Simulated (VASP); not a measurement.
# CoO (R-3m) in VASP: notebook

The runs below take CoO through single point, with PBE, RPBE.

All numbers are computed with VASP 6.6.1; they aren't measurements. Logs are shortened: lines on timing, memory, paths and dates and some standing lists are left out, and cuts for length are marked.

**1. The structure**

Symmetry: R-3m, No. 166, trigonal system. The conventional cell has a = 3.011 Å, b = 3.011 Å, c = 7.320 Å, α = 90.00°, β = 90.00°, γ = 120.00°. Co (site symmetry -3m) is surrounded by 6 O at 2.12 Å. O (site symmetry -3m) is surrounded by 6 Co at 2.12 Å.

The cell is a database's computed one.

**2. Single point, PBE, collinear spin, ferromagnetic start**

The input, INCAR:

```
PREC = Accurate
ENCUT = 550
EDIFF = 1E-7
ISMEAR = 0
SIGMA = 0.1
LREAL = F
LASPH = T
NELM = 120
ALGO = Normal
ISIF = 2
LWAVE = F
LCHARG = F
ISPIN = 2
MAGMOM = 2 0
LORBIT = 11
LMAXMIX = 4
GGA = PE
NBANDS = 18
```

The input, KPOINTS:

```
Automatic mesh
0
Gamma
  11 11 11
```

The input, POSCAR:

```
CoO
2.9959
    0.502509945092      0.290124252078      0.814422012150
   -0.502509945092      0.290124252078      0.814422012150
    0.000000000000     -0.580248504156      0.814422012150
Co O
1 1
Direct
    0.0000000000      0.0000000000      0.0000000000
    0.5000000000      0.5000000000      0.5000000000
```

Potentials or basis: VASP PAW PBE potentials, release 64 (Co_GW, O_GW).

On the command line:

```console
$ cat potpaw_PBE.64/Co_GW/POTCAR potpaw_PBE.64/O_GW/POTCAR > POTCAR
$ mpirun -np 1 vasp_std > vasp.out
```

OUTCAR:

```text
PREC = Accurate
   ENCUT = 550
   EDIFF = 1E-7
   ISMEAR = 0
   LREAL = F
   LASPH = T
   NELM = 120
   ISIF = 2
   ISPIN = 2
   LORBIT = 11
   GGA = PE

 ion  position               nearest neighbor table
   1  0.000  0.000  0.000-   2 2.12   2 2.12   2 2.12   2 2.12   2 2.12   2 2.12
   2  0.500  0.500  0.500-   1 2.12   1 2.12   1 2.12   1 2.12   1 2.12   1 2.12

  LATTYP: Found a trigonal (rhomboedric) cell.
 ALAT       =     2.9958573687
 COS(alpha) =     0.4949531368

  Lattice vectors:

 A1 = (   1.5054695445,   0.8691832468,   2.4399269062)
 A2 = (  -1.5054695445,   0.8691832468,   2.4399269062)
 A3 = (   0.0000000000,  -1.7383664936,   2.4399269062)

Analysis of symmetry for initial positions (statically):
=====================================================================
 Subroutine PRICEL returns:
 Original cell was already a primitive cell.

 Routine SETGRP: Setting up the symmetry group for a
 trigonal (rhombohedral) supercell.

 Subroutine GETGRP returns: Found 12 space group operations
 (whereof 12 operations were pure point group operations)
 out of a pool of 12 trial point group operations.

The static configuration has the point symmetry D_3d.

Analysis of symmetry for dynamics (positions and initial velocities):
=====================================================================
 Subroutine PRICEL returns:
 Original cell was already a primitive cell.

 Routine SETGRP: Setting up the symmetry group for a
 trigonal (rhombohedral) supercell.

 Subroutine GETGRP returns: Found 12 space group operations
 (whereof 12 operations were pure point group operations)
 out of a pool of 12 trial point group operations.

The dynamic configuration has the point symmetry D_3d.

Analysis of structural, dynamic, and magnetic symmetry:
=====================================================================
 Subroutine PRICEL returns:
 Original cell was already a primitive cell.

 Routine SETGRP: Setting up the symmetry group for a
 trigonal (rhombohedral) supercell.

 Subroutine GETGRP returns: Found 12 space group operations
 (whereof 12 operations were pure point group operations)
 out of a pool of 12 trial point group operations.

The overall configuration has the point symmetry D_3d.

 Subroutine INISYM returns: Found 12 space group operations
 (whereof 12 operations are pure point group operations),
 and found     1 'primitive' translations

----------------------------------------------------------------------------------------

                                     Primitive cell

  volume of cell :      19.1563

  direct lattice vectors                    reciprocal lattice vectors
     1.505469545  0.869183247  2.439926906     0.332122295  0.191750896  0.136616114
    -1.505469545  0.869183247  2.439926906    -0.332122295  0.191750896  0.136616114
     0.000000000 -1.738366494  2.439926906     0.000000000 -0.383501793  0.136616114

  length of vectors
     2.995857369  2.995857369  2.995857369     0.407108816  0.407108816  0.407108816

  position of ions in fractional coordinates (direct lattice)
     0.000000000  0.000000000  0.000000000
     0.500000000  0.500000000  0.500000000

  ion indices of the primitive-cell ions
   primitive index   ion index
                 1           1
                 2           2

----------------------------------------------------------------------------------------

 KPOINTS: Automatic mesh

Automatic generation of k-mesh.
 Grid dimensions read from file:
 generate k-points for:   11   11   11

 Generating k-lattice:

  Cartesian coordinates                     Fractional coordinates (reciprocal lattice)
     0.030192936  0.017431900  0.012419647     0.090909091  0.000000000 -0.000000000
    -0.030192936  0.017431900  0.012419647     0.000000000  0.090909091 -0.000000000
     0.000000000 -0.034863799  0.012419647    -0.000000000 -0.000000000  0.090909091

  Length of vectors
     0.037009892  0.037009892  0.037009892

  Shift w.r.t. Gamma in fractional coordinates (k-lattice)
     0.000000000  0.000000000  0.000000000

 Subroutine IBZKPT returns following result:
 ===========================================

 Found    146 irreducible k-points:

 Following reciprocal coordinates:
            Coordinates               Weight
  0.000000  0.000000  0.000000      1.000000
  0.090909  0.000000  0.000000      6.000000
  0.181818 -0.000000  0.000000      6.000000
  0.272727 -0.000000  0.000000      6.000000
  0.363636 -0.000000  0.000000      6.000000
  0.454545 -0.000000  0.000000      6.000000
[... 42 lines left out ...]
  0.363636  0.181818  0.090909     12.000000
  0.454545  0.181818  0.090909     12.000000
 [... further k-points ...]
   k-points           NKPTS =    146   k-points in BZ     NKDIM =    146   number of bands    NBANDS=     18
   number of dos      NEDOS =    301   number of ions     NIONS =      2
   total plane-waves  NPLWV =  13824
   dimension x,y,z NGX =    24 NGY =   24 NGZ =   24
   dimension x,y,z NGXF=    48 NGYF=   48 NGZF=   48
   ions per type =               1   1
   NGX,Y,Z   is equivalent  to a cutoff of  13.32, 13.32, 13.32 a.u.
   NGXF,Y,Z  is equivalent  to a cutoff of  26.64, 26.64, 26.64 a.u.
 SYSTEM =  unknown system
   PREC   = accura    normal or accurate (medium, high low for compatibility)
   ISTART =      0    job   : 0-new  1-cont  2-samecut
   ICHARG =      2    charge: 1-file 2-atom 10-const
   ISPIN  =      2    spin polarized calculation?
   LNONCOLLINEAR =      F non collinear calculations
   LSORBIT =      F    spin-orbit coupling
   LASPH  =      T    aspherical Exc in radial PAW
   ENCUT  =  550.0 eV  40.42 Ry    6.36 a.u.   5.73  5.73  5.73*2*pi/ulx,y,z
   NELM   =    120;   NELMIN=  2; NELMDL= -5     # of ELM steps
   EDIFF  = 0.1E-06   stopping-criterion for ELM
   LREAL  =      F    real-space projection
   EDIFFG = 0.1E-05   stopping-criterion for IOM
   NSW    =      0    number of steps for IOM
   IBRION =     -1    ionic relax: 0-MD 1-quasi-New 2-CG
   NFREE  =      0    steps in history (QN), initial steepest desc. (CG)
   ISIF   =      2    stress and relaxation
   ISYM   =      2    0-nonsym 1-usesym 2-fastsym
   POTIM  = 0.5000    time-step for ionic-motion
   TEBEG  =    0.0;   TEEND  =   0.0 temperature during run
   PSTRESS=    0.0 pullay stress
   NELECT =      15.0000    total number of electrons
   NUPDOWN=      -1.0000    fix difference up-down
   EMIN   =  10.00;   EMAX   =-10.00  energy-range for DOS
   EFERMI =   0.00;   METHOD = LEGACY
   ISMEAR =     0;   SIGMA  =   0.10  broadening in eV -4-tet -1-fermi 0-gaus
   EFERMI_NEDOS =   21; number of points for ismear=-14 and -15
   IALGO  =     38    algorithm
   IMIX   =      4    mixing-type and parameters
     AMIX     =   0.40;   BMIX     =  1.00
     AMIX_MAG =   1.60;   BMIX_MAG =  1.00
  volume/ion in A,a.u.               =       9.58        64.64
  Fermi-wavevector in a.u.,A,eV,Ry     =   1.508927  2.851458 30.978555  2.276860
  Thomas-Fermi vector in A             =   2.619316
   LORBIT       =     11    0 simple, 1 ext, 2 COOP (PROOUT), +10 PAW based schemes
   GGA     = PE    functional components
   LHFCALC =     F    Hartree Fock is set to
   AEXX    =    0.0000 exact exchange contribution
   IVDW    =     0    specifies the selected vdW correction
   LEPSILON=     F    determine dielectric tensor
   LRPA    =     F    only Hartree local field effects (RPA)
 spin polarized calculation
 Gauss-broadening in eV      SIGMA  =   0.10
  energy-cutoff  :      550.00
  volume of cell :       19.16
 maximum number of plane-waves:       571
   NGX = 11   NGY = 11   NGZ = 11

 number of electron      15.0000012 magnetization       2.8900850

 Free energy of the ion-electron system (eV)
  ---------------------------------------------------
  ext. energy  EPLUGINS =         0.00000000
  ---------------------------------------------------
  free energy    TOTEN  =       -13.09377556 eV

  energy without entropy =      -13.07294871  energy(sigma->0) =      -13.08336214

 E-fermi :   5.2447     XC(G=0): -12.5320

 val. band max:        5.2431626197   @ k =   0.4545   0.2727   0.1818
 cond. band min:       5.2455639440   @ k =  -0.2727   0.1818  -0.0000
 fundamental gap:      0.0024013243
 Fermi energy:         5.2447495288

 spin component 1

 k-point     1 :       0.0000    0.0000    0.0000
  band No.  band energies     occupation
      1     -15.0458      1.00000
      2       1.9770      1.00000
      3       1.9770      1.00000
      4       2.0585      1.00000
      5       2.0585      1.00000
      6       2.1071      1.00000
[... 10 lines left out ...]
     17      26.7872      0.00000
     18      30.1233      0.00000
[... 799 lines left out ...]
 k-point    40 :       0.3636    0.0909    0.0909
  band No.  band energies     occupation
      1     -14.2216      1.00000
      2      -1.7489      1.00000
      3      -0.4657      1.00000
      4      -0.1034      1.00000
      5       2.5702      1.00000
      6       2.6389      1.00000
[... 10 lines left out ...]
     17      33.2052      0.00000
     18      34.0926      0.00000

 [... further k-points ...]

 spin component 2

 k-point     1 :       0.0000    0.0000    0.0000
  band No.  band energies     occupation
      1     -14.5555      1.00000
      2       2.6010      1.00000
      3       2.6010      1.00000
      4       2.6544      1.00000
      5       4.1205      1.00000
      6       4.1205      1.00000
[... 10 lines left out ...]
     17      27.7913      0.00000
     18      30.9836      0.00000
[... 799 lines left out ...]
 k-point    40 :       0.3636    0.0909    0.0909
  band No.  band energies     occupation
      1     -13.7082      1.00000
      2      -1.1223      1.00000
      3       0.9320      1.00000
      4       1.0236      1.00000
      5       4.6630      1.00000
      6       4.8356      1.00000
[... 10 lines left out ...]
     17      33.6051      0.00000
     18      34.6678      0.00000

 [... further k-points ...]

------------------------ aborting loop because EDIFF is reached ----------------------------------------

  FORCE on cell =-STRESS in cart. coord.  units (eV):
  Direction    XX          YY          ZZ          XY          YZ          ZX
  --------------------------------------------------------------------------------------
  -------------------------------------------------------------------------------------
  Total       -0.1182733     -0.1182733     -0.1760672      0.0000000      0.0000000      0.0000000
  in kB       -9.8920399     -9.8920399    -14.7257565      0.0000000      0.0000000      0.0000000
  external PRESSURE =     -11.5032788 kB  Pullay stress =       0.0000000 kB

 VOLUME and BASIS-vectors are now :
 -----------------------------------------------------------------------------
  energy-cutoff  :      550.00
  volume of cell :       19.16
      direct lattice vectors                 reciprocal lattice vectors
     1.505469545  0.869183247  2.439926906     0.332122295  0.191750896  0.136616114
    -1.505469545  0.869183247  2.439926906    -0.332122295  0.191750896  0.136616114
     0.000000000 -1.738366494  2.439926906     0.000000000 -0.383501793  0.136616114

 POSITION                                       TOTAL-FORCE (eV/Angst)
 -----------------------------------------------------------------------------------
      0.00000      0.00000      0.00000         0.000000     -0.000000     -0.000000
      0.00000      0.00000      3.65989        -0.000000      0.000000      0.000000
 -----------------------------------------------------------------------------------
    total drift:                               -0.000000      0.000000     -0.000000

  FREE ENERGIE OF THE ION-ELECTRON SYSTEM (eV)
  ---------------------------------------------------
  free  energy   TOTEN  =       -13.0937755605 eV

  energy  without entropy=      -13.0729487139  energy(sigma->0) =      -13.08336214

 total charge

# of ion       s       p       d       f       tot
--------------------------------------------------
    1        0.290   0.352   7.104   0.024   7.770
    2        1.532   3.382   0.000   0.000   4.914
--------------------------------------------------
tot          1.822   3.734   7.104   0.024  12.684

 magnetization (x)

# of ion       s       p       d       f       tot
--------------------------------------------------
    1        0.021   0.018   2.489   0.002   2.530
    2        0.033   0.268   0.000   0.000   0.300
--------------------------------------------------
tot          0.054   0.286   2.489   0.002   2.831
```

Run time: 97 s. Hardware: 1 thread of AMD EPYC 9R45 (Zen 5), shared host; peak memory 0.19 GiB.

What came out:

- Free energy: -13.0938 eV
- Pressure: -1.2 GPa
- Band gap on the k mesh: none (metal or under the smearing width)
- Net moment: 2.89 μB per cell
- Site moments: Co +2.53; O +0.30 μB
- Valence electrons inside the program's atomic spheres: Co 7.77; O 4.91

Caveat: a cell with one magnetic atom can't hold antiferromagnetic order, which such compounds often take; semilocal functionals often make such compounds metallic where correlation or magnetic order opens a gap, which also shifts bond lengths. With open d or f shells a metallic result of PBE can be an artefact of self-interaction; +U or a hybrid may open a gap.

(Part 1 of 2 ends here.)
